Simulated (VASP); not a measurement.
C, 4 atoms in the cell. The structure is trigonal, space group R-3m (No. 166). Conventional cell: a = 2.466 Å, b = 2.466 Å, c = 24.848 Å, α = 90.00°, β = 90.00°, γ = 120.00°. C (site symmetry 3m) is surrounded by 3 C at 1.42 Å. C (site symmetry 3m) is surrounded by 3 C at 1.42 Å. This isn't the form of C at room conditions, which is graphite.

```yaml
Program: VASP 6.6.1
Task: single point
Functional: PBE
Potentials_or_basis: VASP PAW PBE potentials, release 64 (C)
Cutoff: 520 eV
k_mesh: 12 × 12 × 12
Occupations: fermi-dirac, width 0.05 eV
Spin: no spin polarisation
Further_INCAR_settings: ALGO = Normal; EDIFF = 1e-07; NBANDS = 16
```

Potentials or basis: VASP PAW PBE potentials, release 64 (C).

Command:

```console
$ cat potpaw_PBE.64/C/POTCAR > POTCAR
$ mpirun -np 1 vasp_std > vasp.out
```

Hardware: 1 thread of Intel(R) Xeon(R) Platinum 8488C (Sapphire Rapids) (shared host).

Task: Estimate the wall time of this run.

Result: Run time: 11 min on 1 thread of Intel(R) Xeon(R) Platinum 8488C (Sapphire Rapids), on a shared host, peak memory 0.57 GiB. Counts: scf iterations 14, k points 189.
